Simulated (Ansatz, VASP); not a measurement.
Two plane-wave programs on Si

```xyz
2
Lattice="0.0000 2.6323 2.6323 2.6323 0.0000 2.6323 2.6323 2.6323 0.0000" Properties=species:S:1:pos:R:3 pbc="T T T"
Si   -0.6581   -0.6581   -0.6581
Si    0.6581    0.6581    0.6581
```

Alike in both runs: functional PBE; k mesh 13 × 13 × 13; occupations fermi-dirac, width 0.08 eV; no spin polarisation.

Ansatz relaxed the structure, and its values are those at the end. VASP's run is a single point on that final structure, the one shown.

|  | VASP | Ansatz |
| --- | --- | --- |
| version | VASP 6.6.1 | Ansatz 0.2.0 |
| potentials or method | VASP PAW PBE potentials, release 64 (Si) | PAW with Ansatz's default frozen-core files, scalar-relativistic |
| plane-wave cutoff (eV) | 520 | 420 |
| valence electrons in the cell | 8 | 8 |

Ansatz gave:

```
pressure (GPa) : 13.0
```

What did VASP give for the same quantities?

Pressure (GPa): 12.9.
